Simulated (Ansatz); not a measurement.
# ZrB₂: a line through a two-coordinate scan

Aim: follow the energy of ZrB2 (P6/mmm, No. 191; 3 atoms in the cell) along one coordinate, lattice constant a (and b), with the other held at lattice constant c = 3.507 Å.

Computed with Ansatz 0.2.0 (DFT PBEsol, scalar-relativistic, plane waves, PAW, unless a step's input says otherwise).

17 further runs of the same task are left out: 17 set aside as unsound or not needed.

## (1) Starting point

It takes space group P6/mmm (No. 191, hexagonal). Conventional cell: a = 3.155 Å, b = 3.155 Å, c = 3.507 Å, α = 90.00°, β = 90.00°, γ = 120.00°. Zr (site symmetry 6/mmm) has 12 B at 2.53 Å as nearest neighbours. B (site symmetry -6m2) has 3 B at 1.82 Å and 6 Zr at 2.53 Å as nearest neighbours.

Structure file:

```
Zr B
1.0
     3.15484    0.00000    0.00000
    -1.57742    2.73217    0.00000
     0.00000    0.00000    3.50674
Zr B
1 2
Direct
  0.00000 0.00000 0.00000
  0.33333 0.66667 0.50000
  0.66667 0.33333 0.50000
```

This cell was relaxed beforehand with the same method: volume 10.08 Å³/atom, gap on the mesh none (metal).

## (2) What is varied

The energy is mapped over the lattice constants a and c of the conventional cell.

- lattice constant a (and b): 7 values from 3.060 to 3.249 Å
- lattice constant c: 7 values from 3.331 to 3.682 Å

Nothing else is relaxed (symmetry fixes all fractional coordinates). Energies count from the relaxed crystal. Points are written as (first, second).

## (3) The run at (3.060 Å, 3.507 Å)

input.yaml reads:

```yaml
crystal:
  lattice:
    - [3.0602, 0.0, 0.0]
    - [-1.5301, 2.6502109406, 0.0]
    - [0.0, 0.0, 3.5067416443]
  atoms:
    - { symbol: Zr, position: [0.0, 0.0, 0.0] }
    - { symbol: B, position: [0.3333333333, 0.6666666667, 0.5] }
    - { symbol: B, position: [0.6666666667, 0.3333333333, 0.5] }
basis:
  ecutwfc: 520.0
kpoints:
  mp_grid: { grid: [15, 15, 12] }
hamiltonian:
  xc: pbesol
scf:
  occupations: { method: gaussian, width: 0.15 }
output:
  forces: true
  stress: true
  eigenvalues: true
  write_density: true
  write_potential: true
  elf: true
  volumetric_format: npy
```

Run with:

```bash
$ ansatz run input.yaml --threads 1 --pin off --max-ram 2048MiB --backend cpu --events-out ev --progress --plain --runs-dir out
```

The program printed (excerpt; [...] marks lines left out):

```text
Warning: RAYON_NUM_THREADS=1 ignored (pool sized by the plan → 1); use --threads N
[...]
Pseudopotentials: kind: paw
Pseudopotential: Zr, paw, valence charge 12, recommended cutoff 420 eV (normal), Zr.paw.azcp
Pseudopotential: B, paw, valence charge 3, recommended cutoff 420 eV (normal), B.paw.azcp
Functional definition: PBEsol
[...]
Crystal: 3 atoms, lattice volume = 28.440 Å³
Basis set: ecut = 520 eV, 781 PW (Γ), exchange–correlation on 48×48×54 points (8 copies of the dense FFT grid, shifted against one another)
Bands: 13, of which v1, the nominal top of the filled ones, is band 9 counted from 1 (8 counted from 0)
Symmetry: 24 space group operations
Space group: P6/mmm (ITA 191), of the structure as read, at distance tolerance 3.1e-5 Å
k-points: 189 of 2700
[...]
SCF iter   1: F=—  HF=-4437.111431 eV  |F-HF|=—  |Δ(HF+E_count)|=         —  Δρ=4.64e-3  dr2=8.95e-3  ethr=1.77e-3  ⟨swp⟩=5.0  Hψ=12247  notcnv=0
[...]
SCF iter   6: F=-4437.108670 eV  HF=-4437.108670 eV  |F-HF|=9.12e-9  |Δ(HF+E_count)|=   1.68e-7  Δρ=7.93e-6  dr2=1.14e-8  ethr=5.56e-10  ⟨swp⟩=9.0  Hψ=17105  notcnv=0
[...]
SCF converged after 6 iterations
Free energy (F): -4437.108670 eV
[...]
E sigma→0 (E₀):  -4437.107592 eV
Entropy (-TS):   -0.002157 eV (-0.719 meV/atom)
Fermi energy:    16.953960 eV
[...]
--- Forces (eV/Å), atoms counted from 1 ---
  atom   1  Zr    -0.00000000     0.00000000     0.00000000
  atom   2  B      0.00000000    -0.00000000     0.00000000
  atom   3  B      0.00000000     0.00000000     0.00000000
[...]
--- Stress (GPa, compression-positive) ---
       21.925637       0.000000      -0.000000
        0.000000      21.925637      -0.000000
       -0.000000      -0.000000       8.926044
  P = ⅓ Tr σ = 17.5924 GPa (175.924 kbar)
--- Band table (eV; the first three rows and the last of 189) ---
  k-point 0: bands = ["-31.3080", "-9.6076", "-8.8317", "-8.8317", "3.9093", "14.1267", "14.4295", "14.4295", "14.5179", "20.7798", "20.7798", "21.3603", "21.3603"]
[...]
```

Run time: 7.6 s. Hardware: 1 thread of Arm Neoverse V1, shared host; peak memory 0.37 GiB.

Density in a lattice plane of the grid's cell (edges 3.06 and 3.06 Å, at 0.500 of the third edge), which holds B.

Ten even steps from ' ' (0.17 e/Å³) to '@' (0.84 e/Å³):
```
        ..::--==**##%%@@@@%%##**==--::..        
    ....::--==**##%%@@@@@@%%##++==--::..        
  ....::--==**##%%@@@@@@@@%%**++==::::....      
..::::--++**####%%##%%%%%%##**++==--::..........
::--==++**####**++==++**####**++==--::::::::::::
==++**######**==::::==**%%####++====------------
++**##%%%%##++--::--**%%@@%%##**++++==========++
##%%@@@@@@##++====**%%@@@@%%####**************##
%%@@@@@@@@##****##%%@@@@@@@@%%%%%%########%%%%%%
@@@@@@@@%%%%##%%%%@@@@@@@@@@@@@@%%%%##%%%%@@@@@@
%%%%%%%%########%%%%%%@@@@@@@@%%##****##@@@@@@@@
####**************####%%@@@@%%**====++##@@@@@@%%
++++==========++++**##%%@@%%**--::--++##%%%%##**
==------------====++####%%**==::::==**######**++
::::::::::::::--==++**####**++==++**####**++==--
............::--==++**##%%%%%%##%%####**++--::::
        ....::::==++**%%@@@@@@@@%%##**==--::....
          ..::--==++##%%@@@@@@%%##**==--::....  
          ..::--==**##%%@@@@%%##**==--::..      
        ....::==++**##%%@@%%##**++==::....      
```
Columns run along the first of these edges and rows up along the second, over one cell in 24 and 20 even steps from the bottom left corner. Atoms in the plane (fractional): B at (0.33, 0.67), B at (0.67, 0.33).

ELF in the same plane.

Ten even steps from '0' (0.01) to '9' (0.87):
```
122345678999998876543221
223456677888887765543222
334556666555666665543333
455665533223355666544334
666764210001246766655455
777753000001367777665566
888742000013678887666678
998742000136899987666788
998742012368999876556789
998753235789998753235789
998765567899986321024789
988766678999863100024789
887666678887631000024788
766556677776310000035777
655455666764210001246766
443344566655332233556655
333334556666655566665543
222234556778888877665432
112234567889999987654322
112234678999999987643221
```
Columns run along the first of these edges and rows up along the second, over one cell in 24 and 20 even steps from the bottom left corner. Atoms in the plane (fractional): B at (0.33, 0.67), B at (0.67, 0.33).

Both are smooth fields of the valence electrons: close to the nuclei they are not physical.

Outside the cores ELF peaks at 0.87 on the B–B line, 0.9 Å from B.

Energy on the map's scale: 39 meV/atom.

## (4) Point (3.092 Å, 3.507 Å)

Edit input.yaml of step 3 so:

```diff
@@ -2,4 +2,4 @@
   lattice:
-    - [3.0602, 0.0, 0.0]
-    - [-1.5301, 2.6502109406, 0.0]
+    - [3.0917, 0.0, 0.0]
+    - [-1.54585, 2.6774907409, 0.0]
     - [0.0, 0.0, 3.5067416443]
@@ -21,5 +21 @@
   eigenvalues: true
-  write_density: true
-  write_potential: true
-  elf: true
-  volumetric_format: npy
```

Run with:

```bash
$ ansatz run input.yaml --threads 1 --pin off --max-ram 2048MiB --backend cpu --events-out ev --progress --plain --runs-dir out
```

The program printed (excerpt; [...] marks lines left out):

```text
Warning: RAYON_NUM_THREADS=1 ignored (pool sized by the plan → 1); use --threads N
[...]
[... 4 set-up lines as earlier in the session ...]
[...]
Crystal: 3 atoms, lattice volume = 29.029 Å³
Basis set: ecut = 520 eV, 781 PW (Γ), exchange–correlation on 48×48×54 points (8 copies of the dense FFT grid, shifted against one another)
Bands: 13, of which v1, the nominal top of the filled ones, is band 9 counted from 1 (8 counted from 0)
[... 2 set-up lines as earlier in the session ...]
k-points: 189 of 2700
[...]
SCF iter   1: F=—  HF=-4437.177382 eV  |F-HF|=—  |Δ(HF+E_count)|=         —  Δρ=4.72e-3  dr2=9.74e-3  ethr=1.77e-3  ⟨swp⟩=4.9  Hψ=12148  notcnv=0
[...]
SCF iter   6: F=-4437.174424 eV  HF=-4437.174424 eV  |F-HF|=7.31e-9  |Δ(HF+E_count)|=   1.28e-7  Δρ=7.06e-6  dr2=9.20e-9  ethr=5.56e-10  ⟨swp⟩=5.1  Hψ=11379  notcnv=0
[...]
SCF converged after 6 iterations
Free energy (F): -4437.174424 eV
[...]
E sigma→0 (E₀):  -4437.173276 eV
Entropy (-TS):   -0.002296 eV (-0.765 meV/atom)
Fermi energy:    16.612419 eV
[...]
--- Forces (eV/Å), atoms counted from 1 ---
  atom   1  Zr    -0.00000000     0.00000000     0.00000000
  atom   2  B      0.00000000     0.00000000     0.00000000
  atom   3  B     -0.00000000    -0.00000000     0.00000000
[...]
--- Stress (GPa, compression-positive) ---
       13.999337      -0.000000       0.000000
        0.000000      13.999337       0.000000
        0.000000       0.000000       5.671085
  P = ⅓ Tr σ = 11.2233 GPa (112.233 kbar)
--- Band table (eV; the first three rows and the last of 189) ---
  k-point 0: bands = ["-31.7018", "-9.9798", "-9.2718", "-9.2718", "3.6634", "13.8498", "14.0411", "14.0411", "14.2291", "20.3200", "20.3200", "20.9906", "20.9906"]
[...]
```

Run time: 5.7 s. Hardware: 1 thread of Arm Neoverse V1, shared host; peak memory 0.36 GiB.

That is 17 meV/atom from the zero.

## (5) Point (3.123 Å, 3.507 Å)

Edit input.yaml of step 4 so:

```diff
@@ -2,4 +2,4 @@
   lattice:
-    - [3.0917, 0.0, 0.0]
-    - [-1.54585, 2.6774907409, 0.0]
+    - [3.1233, 0.0, 0.0]
+    - [-1.56165, 2.7048571436, 0.0]
     - [0.0, 0.0, 3.5067416443]
```

Run with:

```bash
$ ansatz run input.yaml --threads 1 --pin off --max-ram 2048MiB --backend cpu --events-out ev --progress --plain --runs-dir out
```

The program printed (excerpt; [...] marks lines left out):

```text
Warning: RAYON_NUM_THREADS=1 ignored (pool sized by the plan → 1); use --threads N
[...]
[... 4 set-up lines as earlier in the session ...]
[...]
Crystal: 3 atoms, lattice volume = 29.625 Å³
Basis set: ecut = 520 eV, 787 PW (Γ), exchange–correlation on 48×48×54 points (8 copies of the dense FFT grid, shifted against one another)
Bands: 13, of which v1, the nominal top of the filled ones, is band 9 counted from 1 (8 counted from 0)
[... 2 set-up lines as earlier in the session ...]
k-points: 189 of 2700
[...]
SCF iter   1: F=—  HF=-4437.215888 eV  |F-HF|=—  |Δ(HF+E_count)|=         —  Δρ=4.82e-3  dr2=1.07e-2  ethr=1.77e-3  ⟨swp⟩=4.9  Hψ=12105  notcnv=0
[...]
SCF iter   6: F=-4437.212704 eV  HF=-4437.212704 eV  |F-HF|=6.62e-9  |Δ(HF+E_count)|=   1.05e-7  Δρ=6.89e-6  dr2=8.51e-9  ethr=5.56e-10  ⟨swp⟩=5.0  Hψ=11220  notcnv=0
[...]
SCF converged after 6 iterations
Free energy (F): -4437.212704 eV
[...]
E sigma→0 (E₀):  -4437.211492 eV
Entropy (-TS):   -0.002424 eV (-0.808 meV/atom)
Fermi energy:    16.279981 eV
[...]
--- Forces (eV/Å), atoms counted from 1 ---
  atom   1  Zr    -0.00000000    -0.00000000     0.00000000
  atom   2  B     -0.00000000    -0.00000000     0.00000000
  atom   3  B      0.00000000     0.00000000     0.00000000
[...]
--- Stress (GPa, compression-positive) ---
        6.682272       0.000000       0.000000
       -0.000000       6.682272       0.000000
        0.000000       0.000000       2.691496
  P = ⅓ Tr σ = 5.3520 GPa (53.520 kbar)
--- Band table (eV; the first three rows and the last of 189) ---
  k-point 0: bands = ["-32.0907", "-10.3475", "-9.7021", "-9.7021", "3.4252", "13.5810", "13.6635", "13.6635", "13.9504", "19.8722", "19.8722", "20.6281", "20.6281"]
[...]
```

Wall time 6 s (1 thread of Arm Neoverse V1, shared host); peak memory 0.37 GiB.

On the map this point reads 4.1 meV/atom.

## (6) Point (3.186 Å, 3.507 Å)

Edit input.yaml of step 5 so:

```diff
@@ -2,4 +2,4 @@
   lattice:
-    - [3.1233, 0.0, 0.0]
-    - [-1.56165, 2.7048571436, 0.0]
+    - [3.1864, 0.0, 0.0]
+    - [-1.5932, 2.7595033466, 0.0]
     - [0.0, 0.0, 3.5067416443]
```

Run with:

```bash
$ ansatz run input.yaml --threads 1 --pin off --max-ram 2048MiB --backend cpu --events-out ev --progress --plain --runs-dir out
```

The program printed (excerpt; [...] marks lines left out):

```text
Warning: RAYON_NUM_THREADS=1 ignored (pool sized by the plan → 1); use --threads N
[...]
[... 4 set-up lines as earlier in the session ...]
[...]
Crystal: 3 atoms, lattice volume = 30.834 Å³
Basis set: ecut = 520 eV, 823 PW (Γ), exchange–correlation on 48×48×54 points (8 copies of the dense FFT grid, shifted against one another)
Bands: 13, of which v1, the nominal top of the filled ones, is band 9 counted from 1 (8 counted from 0)
[... 2 set-up lines as earlier in the session ...]
k-points: 189 of 2700
[...]
SCF iter   1: F=—  HF=-4437.216820 eV  |F-HF|=—  |Δ(HF+E_count)|=         —  Δρ=5.07e-3  dr2=1.31e-2  ethr=1.77e-3  ⟨swp⟩=4.9  Hψ=11908  notcnv=0
[...]
SCF iter   6: F=-4437.212988 eV  HF=-4437.212988 eV  |F-HF|=1.51e-8  |Δ(HF+E_count)|=   1.43e-7  Δρ=9.92e-6  dr2=1.91e-8  ethr=5.56e-10  ⟨swp⟩=5.1  Hψ=11367  notcnv=0
[...]
SCF converged after 6 iterations
Free energy (F): -4437.212988 eV
[...]
E sigma→0 (E₀):  -4437.211636 eV
Entropy (-TS):   -0.002705 eV (-0.902 meV/atom)
Fermi energy:    15.642428 eV
[...]
--- Forces (eV/Å), atoms counted from 1 ---
  atom   1  Zr     0.00000000    -0.00000000     0.00000000
  atom   2  B      0.00000000    -0.00000000     0.00000000
  atom   3  B      0.00000000     0.00000000     0.00000000
[...]
--- Stress (GPa, compression-positive) ---
       -6.195304       0.000000       0.000000
        0.000000      -6.195304       0.000000
        0.000000       0.000000      -2.467411
  P = ⅓ Tr σ = -4.9527 GPa (-49.527 kbar)
--- Band table (eV; the first three rows and the last of 189) ---
  k-point 0: bands = ["-32.8483", "-11.0642", "-10.5297", "-10.5297", "2.9740", "12.9439", "12.9439", "13.0687", "13.4251", "19.0169", "19.0169", "19.9279", "19.9279"]
[...]
```

Run time: 6.1 s. Hardware: 1 thread of Arm Neoverse V1, shared host; peak memory 0.37 GiB.

That is 4.0 meV/atom from the zero.

## (7) Point (3.249 Å, 3.507 Å)

Edit input.yaml of step 6 so:

```diff
@@ -2,4 +2,4 @@
   lattice:
-    - [3.1864, 0.0, 0.0]
-    - [-1.5932, 2.7595033466, 0.0]
+    - [3.2495, 0.0, 0.0]
+    - [-1.62475, 2.8141495496, 0.0]
     - [0.0, 0.0, 3.5067416443]
```

Run with:

```bash
$ ansatz run input.yaml --threads 1 --pin off --max-ram 2048MiB --backend cpu --events-out ev --progress --plain --runs-dir out
```

The program printed (excerpt; [...] marks lines left out):

```text
Warning: RAYON_NUM_THREADS=1 ignored (pool sized by the plan → 1); use --threads N
[...]
[... 4 set-up lines as earlier in the session ...]
[...]
Crystal: 3 atoms, lattice volume = 32.068 Å³
Basis set: ecut = 520 eV, 853 PW (Γ), exchange–correlation on 50×50×54 points (8 copies of the dense FFT grid, shifted against one another)
Bands: 13, of which v1, the nominal top of the filled ones, is band 9 counted from 1 (8 counted from 0)
[... 1 set-up line as earlier in the session ...]
Space group: P6/mmm (ITA 191), of the structure as read, at distance tolerance 3.2e-5 Å
k-points: 189 of 2700
[...]
SCF iter   1: F=—  HF=-4437.127040 eV  |F-HF|=—  |Δ(HF+E_count)|=         —  Δρ=5.35e-3  dr2=1.59e-2  ethr=1.77e-3  ⟨swp⟩=4.8  Hψ=11839  notcnv=0
[...]
SCF iter   6: F=-4437.122365 eV  HF=-4437.122365 eV  |F-HF|=5.55e-10  |Δ(HF+E_count)|=   1.99e-8  Δρ=2.54e-6  dr2=9.02e-10  ethr=3.81e-10  ⟨swp⟩=2.0  Hψ=8354  notcnv=0
[...]
SCF converged after 6 iterations
Free energy (F): -4437.122365 eV
[...]
E sigma→0 (E₀):  -4437.120771 eV
Entropy (-TS):   -0.003187 eV (-1.062 meV/atom)
Fermi energy:    15.028636 eV
[...]
--- Forces (eV/Å), atoms counted from 1 ---
  atom   1  Zr    -0.00000000    -0.00000000     0.00000000
  atom   2  B      0.00000000    -0.00000000     0.00000000
  atom   3  B      0.00000000     0.00000000     0.00000000
[...]
--- Stress (GPa, compression-positive) ---
      -16.985230       0.000000       0.000000
        0.000000     -16.985230       0.000000
        0.000000       0.000000      -6.741691
  P = ⅓ Tr σ = -13.5707 GPa (-135.707 kbar)
--- Band table (eV; the first three rows and the last of 189) ---
  k-point 0: bands = ["-33.5800", "-11.7570", "-11.3173", "-11.3173", "2.5533", "12.2673", "12.2673", "12.5850", "12.9380", "18.2102", "18.2102", "19.1879", "19.2570"]
[...]
```

It took 6.3 s on 1 thread of Arm Neoverse V1, shared host; peak memory 0.38 GiB.

That is 34 meV/atom from the zero.

## (8) The line in numbers

| lattice constant a (and b) (Å) | step | energy (meV/atom) | slope (meV/atom per Å) | pressure (GPa) |
| --- | --- | --- | --- | --- |
| 3.060 | 3 | 39 | −848 | 17.6 |
| 3.092 | 4 | 17 | −547 | 11.2 |
| 3.123 | 5 | 4.1 | −264 | 5.4 |
| 3.155 | – | 0 | 1 | 0.0 |
| 3.186 | 6 | 4.0 | 249 | −5.0 |
| 3.218 | – | 16 | 481 | −9.5 |
| 3.249 | 7 | 34 | 697 | −13.6 |

Energies count from the relaxed crystal. Rows without a step come from runs not printed here or follow by symmetry. Slopes come from the forces (and the stress, where the cell changes), not from differences of energies.

In words: The lowest point of the line is at 3.155 Å, 0 meV/atom from the zero. A fit to energies and slopes at the lowest point and its two neighbours puts the minimum at 3.1547 Å, with a curvature of about 8100 meV/atom per Å². The highest point computed, at 3.060 Å, lies 39 meV/atom above the lowest. This is one cut through a surface in two coordinates; it holds the lowest point sampled, which need not be a minimum.
